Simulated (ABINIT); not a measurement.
# PbO (Litharge) (P4/nmm) in ABINIT: reference runs, part 2 of 2

ABINIT 10.8.3 (patched build). The steps go on from the part before.

## 3. Single point, PBE

run.py reads:

```python
import json, os
import numpy as np
from ase.units import GPa
from ase.calculators.abinit import Abinit, AbinitProfile
from ase import Atoms

atoms = Atoms(['Pb', 'Pb', 'O', 'O'],
              cell=[[3.99, 0.0, 0.0], [0.0, 3.99, 0.0], [0.0, 0.0, 5.01]],
              scaled_positions=[[0.5, 0.0, 0.76], [0.0, 0.5, 0.24], [0.5, 0.5, 0.0], [0.0, 0.0, 0.0]],
              pbc=True)

profile = AbinitProfile(command='abinit', pp_paths=[os.path.abspath('pseudos')])
params = dict(
    pps='pawxml', xc='PBE',
    ecut=625.8619,
    pawecutdg=1224.5124,
    kptopt=1,
    ngkpt=[7, 7, 6],
    nshiftk=1,
    shiftk=[0.0, 0.0, 0.0],
    ixc=11,
    nband=24,
    occopt=3,
    tsmear=0.05,
    nstep=100,
    tolvrs=1e-09,
    prtwf=0,
    prtden=0,
)

atoms.calc = Abinit(profile=profile, directory='run', **params)
energy = atoms.get_potential_energy()
forces = atoms.get_forces()
stress = atoms.get_stress()
print(f'energy {energy:.6f} eV')
print('forces (eV/A)')
print(np.round(forces, 5))
print('stress (GPa, Voigt, tension positive)', np.round(stress / GPa, 4))
json.dump(dict(energy=energy, forces=forces.tolist(), stress=stress.tolist(), cell=atoms.cell.tolist(), frac=atoms.get_scaled_positions(wrap=False).tolist()), open('results.json', 'w'))
```

Potentials or basis: JTH PAW PBE v2.0.

The run is started by

```bash
> python run.py
```

The log of the run:

```text
energy -4209.892284 eV
forces (eV/A)
[[-0.      -0.      -0.01656]
 [-0.      -0.       0.01656]
 [-0.      -0.       0.     ]
 [-0.      -0.      -0.     ]]
stress (GPa, Voigt, tension positive) [-3.2845 -3.2845 -2.2131  0.      0.      0.    ]
```

abinit.in:

```text
ecut 625.8619 eV
ixc 11
kptopt 1
natom 4
nband 24
ngkpt
7 7 6
nshiftk 1
nsppol 1
nstep 100
occopt 3
pawecutdg 1224.5124 eV
prtden 0
prtwf 0
shiftk
0.0 0.0 0.0
tolvrs 1e-09
tsmear 0.05 eV
#Definition of the unit cell
acell
1.00000000000000 1.00000000000000 1.00000000000000 Angstrom
rprim
3.99000000000000 0.00000000000000 0.00000000000000
0.00000000000000 3.99000000000000 0.00000000000000
0.00000000000000 0.00000000000000 5.01000000000000
chkprim 0 # Allow non-primitive cells
#Definition of the atom types
ntypat 2
znucl 8 82
#Enumerate different atomic species
typat
 2 2 1 1
pseudos "./pseudos/O.GGA_PBE-JTH.xml,
./pseudos/Pb.GGA_PBE-JTH.xml"
#Definition of the atoms
xcart
3.77000362104467 0.00000000000000 7.19532119673669
0.00000000000000 3.77000362104467 2.27220669370632
3.77000362104467 3.77000362104467 0.00000000000000
0.00000000000000 0.00000000000000 0.00000000000000
chkexit 1 # abinit.exit file in the running directory terminates after the current SCF
```

abinit.abo:

```text
.Version 10.8.3 of ABINIT
 Symmetries : space group P4/n m m (#129); Bravais tP (primitive tetrag.)
================================================================================
 Values of the parameters that define the memory need of the present run
     intxc =       0    ionmov =       0      iscf =      17    lmnmax =      18
     lnmax =       6     mgfft =      45  mpssoang =       3    mqgrid =    3001
     natom =       4  nloc_mem =       2    nspden =       1   nspinor =       1
    nsppol =       1      nsym =      16    n1xccc =       1    ntypat =       2
    occopt =       3   xclevel =       2
       mpw =        2874          nfft =       58320          nkpt =          40
 PAW method is used; the additional fine FFT grid is defined by:
   mgfftf=        60    nfftf =    138240
================================================================================
================================================================================

--------------------------------------------------------------------------------
------------- Echo of variables that govern the present computation ------------
--------------------------------------------------------------------------------
 -outvars: echo values of preprocessed input variables --------
            acell      1.8897261259E+00  1.8897261259E+00  1.8897261259E+00 Bohr
              amu      1.59994000E+01  2.07200000E+02
          chkexit           1
          chkprim           0
             ecut      2.30000006E+01 Hartree
              ixc          11
         kptrlatt        7    0    0      0    7    0      0    0    6
          kptrlen      5.27800507E+01
            natom           4
            nband          24
            ngfft          36      36      45
          ngfftdg          48      48      60
             nkpt          40
            nstep         100
             nsym          16
           ntypat           2
           occopt           3
        pawecutdg      4.50000007E+01 Hartree
         pawxcdev           0
           prtden           0
            prtwf           0
            rprim      3.9900000000E+00  0.0000000000E+00  0.0000000000E+00
                       0.0000000000E+00  3.9900000000E+00  0.0000000000E+00
                       0.0000000000E+00  0.0000000000E+00  5.0100000000E+00
          spgroup         129
           tolvrs      1.00000000E-09
           tsmear      1.83746611E-03 Hartree
            typat      2  2  1  1
           useylm           1
           xangst      1.9950000000E+00 -3.7401158837E-11  3.8075999999E+00
                      -3.7401158837E-11  1.9950000000E+00  1.2024000000E+00
                       1.9950000000E+00  1.9950000000E+00 -9.3923602229E-11
                      -3.7401158837E-11 -3.7401158837E-11 -9.3923602229E-11
            xcart      3.7700036211E+00 -7.0677946993E-11  7.1953211967E+00
[... 188 lines left out ...]
    3     -0.00000000000000    -0.00000000000000     0.00000000000000
    4     -0.00000000000000    -0.00000000000000    -0.00000000000000
 frms,max,avg= 6.7620212E-03 1.6563501E-02   0.000E+00  0.000E+00  0.000E+00 e/A
 length scales=  1.889726125908  1.889726125908  1.889726125908 bohr
              =  1.000000000000  1.000000000000  1.000000000000 angstroms
 Fermi (or HOMO) energy (hartree) =   0.21910   Average Vxc (hartree)=  -0.33955
 Eigenvalues (hartree) for nkpt=  40  k points:
 kpt#   1, nband= 24, wtk=  0.00340, kpt=  0.0000  0.0000  0.0000 (reduced coord)
  -0.47849   -0.45950   -0.39536   -0.39536   -0.39350   -0.39254   -0.39019   -0.38765
  -0.38725   -0.38725   -0.38662   -0.33839   -0.06919   -0.05526    0.04004    0.04004
   0.13262    0.13520    0.13520    0.19267    0.28121    0.39703    0.39703    0.39830
      occupation numbers for kpt#   1
   2.00000    2.00000    2.00000    2.00000    2.00000    2.00000    2.00000    2.00000
   2.00000    2.00000    2.00000    2.00000    2.00000    2.00000    2.00000    2.00000
   2.00000    2.00000    2.00000    2.00000    0.00000    0.00000    0.00000    0.00000
 prteigrs : prtvol=0 or 1, do not print more k-points.

--- !EnergyTerms
iteration_state     : {dtset: 1, }
comment             : Components of total free energy in Hartree
kinetic             :  2.52208976717525E+01
hartree             :  5.05964271692845E+01
xc                  : -1.09395163610469E+01
Ewald energy        : -1.13569001534303E+02
psp_core            :  4.18201724122007E+00
local_psp           : -1.57297205075011E+02
PAW spherical_terms :  4.70956930119211E+01
internal            : -1.54710687876183E+02
'-kT*entropy'       : -1.42829226717847E-09
total_energy        : -1.54710687877611E+02
total_energy_eV     : -4.20989228421909E+03
...

--- !EnergyTermsDC
iteration_state     : {dtset: 1, }
comment             : '"Double-counting" decomposition of free energy'
band_energy         : -8.58960065801071E+00
Ewald energy        : -1.13569001534303E+02
psp_core            :  4.18201724122007E+00
xc_dc               : -4.84586641888043E+01
PAW spherical_terms :  1.17245697742460E+01
internal            : -1.54710679365652E+02
'-kT*entropy'       : -1.42829226717847E-09
total_energy_dc     : -1.54710679367081E+02
total_energy_dc_eV  : -4.20989205263575E+03
...

--- !EnergyTermsWithPAWCore
iteration_state     : {dtset: 1, }
comment             : 'Components of total free energy, including PAW core contributions'
Total energy        : -4.19146020820312E+04
Total energy DC     : -4.19146020735207E+04
Total energy (eV)   : -1.14055442660075E+06
Total energy DC (eV): -1.14055442636917E+06
...

 Cartesian components of stress tensor (hartree/bohr^3)
  sigma(1 1)= -1.11637954E-04  sigma(3 2)=  0.00000000E+00
  sigma(2 2)= -1.11637954E-04  sigma(3 1)=  0.00000000E+00
  sigma(3 3)= -7.52231795E-05  sigma(2 1)=  0.00000000E+00

-Cartesian components of stress tensor (GPa)         [Pressure=  2.9274E+00 GPa]
- sigma(1 1)= -3.28450201E+00  sigma(3 2)=  0.00000000E+00
- sigma(2 2)= -3.28450201E+00  sigma(3 1)=  0.00000000E+00
- sigma(3 3)= -2.21314235E+00  sigma(2 1)=  0.00000000E+00

== END DATASET(S) ==============================================================
================================================================================

 -outvars: echo values of variables after computation  --------
            acell      1.8897261259E+00  1.8897261259E+00  1.8897261259E+00 Bohr
           etotal     -1.5471067937E+02
            fcart     -0.0000000000E+00 -0.0000000000E+00 -3.2210881956E-04
                      -0.0000000000E+00 -0.0000000000E+00  3.2210881956E-04
                      -0.0000000000E+00 -0.0000000000E+00  2.6663295063E-30
                      -0.0000000000E+00 -0.0000000000E+00 -2.6663295063E-30
            rprim      3.9900000000E+00  0.0000000000E+00  0.0000000000E+00
                       0.0000000000E+00  3.9900000000E+00  0.0000000000E+00
                       0.0000000000E+00  0.0000000000E+00  5.0100000000E+00
           strten     -1.1163795424E-04 -1.1163795424E-04 -7.5223179484E-05
                       0.0000000000E+00  0.0000000000E+00  0.0000000000E+00
           xangst      1.9950000000E+00 -3.7401158837E-11  3.8075999999E+00
                      -3.7401158837E-11  1.9950000000E+00  1.2024000000E+00
                       1.9950000000E+00  1.9950000000E+00 -9.3923602229E-11
                      -3.7401158837E-11 -3.7401158837E-11 -9.3923602229E-11
             xred      4.9999999999E-01 -9.3737240192E-12  7.5999999997E-01
                      -9.3737240192E-12  4.9999999999E-01  2.3999999999E-01
                       4.9999999999E-01  4.9999999999E-01 -1.8747225994E-11
                      -9.3737240192E-12 -9.3737240192E-12 -1.8747225994E-11
 Calculation completed.
```

Wall time 4.4 min (1 thread of Arm Neoverse V1, shared host); peak memory 0.19 GiB.

What came out:

```yaml
Free_energy: -4209.8921 eV
Pressure: 2.9 GPa
Largest_force: 0.017 eV/Å
Band_gap_on_the_k_mesh: 1.42 eV, indirect (least direct gap 2.37 eV)
Valence_electrons_inside_the_program's_atomic_spheres: Pb 11.34; O 4.48
```

Forces in eV/Å, atoms in the order of the input:
```
Pb   0.000  0.000 -0.017
Pb   0.000  0.000  0.017
O    0.000  0.000  0.000
O    0.000  0.000  0.000
```

Stress tensor (GPa, compression positive):
```
3.28 0.00 0.00
0.00 3.28 0.00
0.00 0.00 2.21
```

Caveat: spin-orbit coupling is left out, which as a rule narrows the gap of such compounds by several tenths of an eV; an odd mesh through Γ misses points on the zone boundary, where band edges often lie.

## 4. Single point, PBE (atoms moved at random, drawn with an rms of 0.05 Å)

run.abi reads:

```
# Pseudopotentials
pp_dirpath "./"
pseudos "Pb.GGA_PBE-JTH.xml, O.GGA_PBE-JTH.xml"

# Structure
acell 3.99 3.99 5.01 Angstrom
rprim
     1.0000000000     0.0000000000     0.0000000000
     0.0000000000     1.0000000000     0.0000000000
     0.0000000000     0.0000000000     1.0000000000
ntypat 2
znucl 82 8
natom 4
typat 1 1 2 2
xred
     0.5025100000     0.0002860000     0.7640710000
    -0.0105290000     0.5078170000     0.2474320000
     0.4947560000     0.5065610000    -0.0022200000
    -0.0062690000     0.0124200000     0.0082440000
chkprim 0
chksymtnons 0
tolsym 1.0e-6

# Plane-wave basis
ecut 23.0
pawecutdg 45.0

# k points
kptopt 1
ngkpt 7 7 6
nshiftk 1
shiftk 0.0 0.0 0.0

# Exchange and correlation
ixc 11

# Bands and occupations
nband 24
occopt 3
tsmear 0.05 eV

# SCF cycle
nstep 100
tolvrs 1.0e-9

# Output
iomode 3
prtwf 0
prteig 0
prtebands 0
enunit 1
prtden 1
prtvha 1
prtvclmb 1
prtpot 1
```

Potentials or basis: JTH PAW PBE v2.0.

The run is started by

```bash
> abinit run.abi > log 2>&1
```

run.abo:

```text
.Version 10.8.3 of ABINIT
 Symmetries : space group P1 (#  1); Bravais aP (primitive triclinic)
================================================================================
 Values of the parameters that define the memory need of the present run
     intxc =       0    ionmov =       0      iscf =      17    lmnmax =      18
     lnmax =       6     mgfft =      45  mpssoang =       3    mqgrid =    3001
     natom =       4  nloc_mem =       2    nspden =       1   nspinor =       1
    nsppol =       1      nsym =       1    n1xccc =       1    ntypat =       2
    occopt =       3   xclevel =       2
       mpw =        2874          nfft =       58320          nkpt =         148
 PAW method is used; the additional fine FFT grid is defined by:
   mgfftf=        60    nfftf =    138240
================================================================================
================================================================================

[... 291 lines left out ...]
================================================================================

 -outvars: echo values of variables after computation  --------
            acell      7.5400072424E+00  7.5400072424E+00  9.4675278908E+00 Bohr
           etotal     -1.5471015465E+02
            fcart     -3.2572190241E-03  2.9234325824E-03 -1.7437361701E-04
                       2.3192335893E-03  3.6975380349E-04 -4.2381851897E-03
                      -1.0277822577E-03 -1.4620904034E-04  5.4819084067E-03
                       1.9657676924E-03 -3.1469773455E-03 -1.0693496000E-03
           strten     -7.6952388859E-05 -1.2818608968E-04 -5.8078570872E-05
                       6.9645670781E-06 -1.9167436545E-05  3.0028608038E-07
           xangst      2.0050149000E+00  1.1411400000E-03  3.8279957100E+00
                      -4.2010710000E-02  2.0261898300E+00  1.2396343200E+00
                       1.9740764400E+00  2.0211783900E+00 -1.1122200000E-02
                      -2.5013310000E-02  4.9555800000E-02  4.1302440000E-02
             xred      5.0251000000E-01  2.8600000000E-04  7.6407100000E-01
                      -1.0529000000E-02  5.0781700000E-01  2.4743200000E-01
                       4.9475600000E-01  5.0656100000E-01 -2.2200000000E-03
                      -6.2690000000E-03  1.2420000000E-02  8.2440000000E-03
 Calculation completed.
```

Run time: 13 min. Hardware: 1 thread of Arm Neoverse V1, shared host; peak memory 0.4 GiB.

What came out:

* Free energy: -4209.8778 eV
* Pressure: 2.6 GPa
* Largest force: 0.287 eV/Å
* Band gap on the k mesh: 1.37 eV, indirect (least direct gap 2.32 eV)
* Valence electrons inside the program's atomic spheres: Pb 11.36, 11.34; O 4.51

Forces in eV/Å, atoms in the order of the input:
```
Pb  -0.167  0.150 -0.009
Pb   0.119  0.019 -0.218
O   -0.053 -0.008  0.282
O    0.101 -0.162 -0.055
```

Caveat: spin-orbit coupling is left out, which as a rule narrows the gap of such compounds by several tenths of an eV; an odd mesh through Γ misses points on the zone boundary, where band edges often lie.
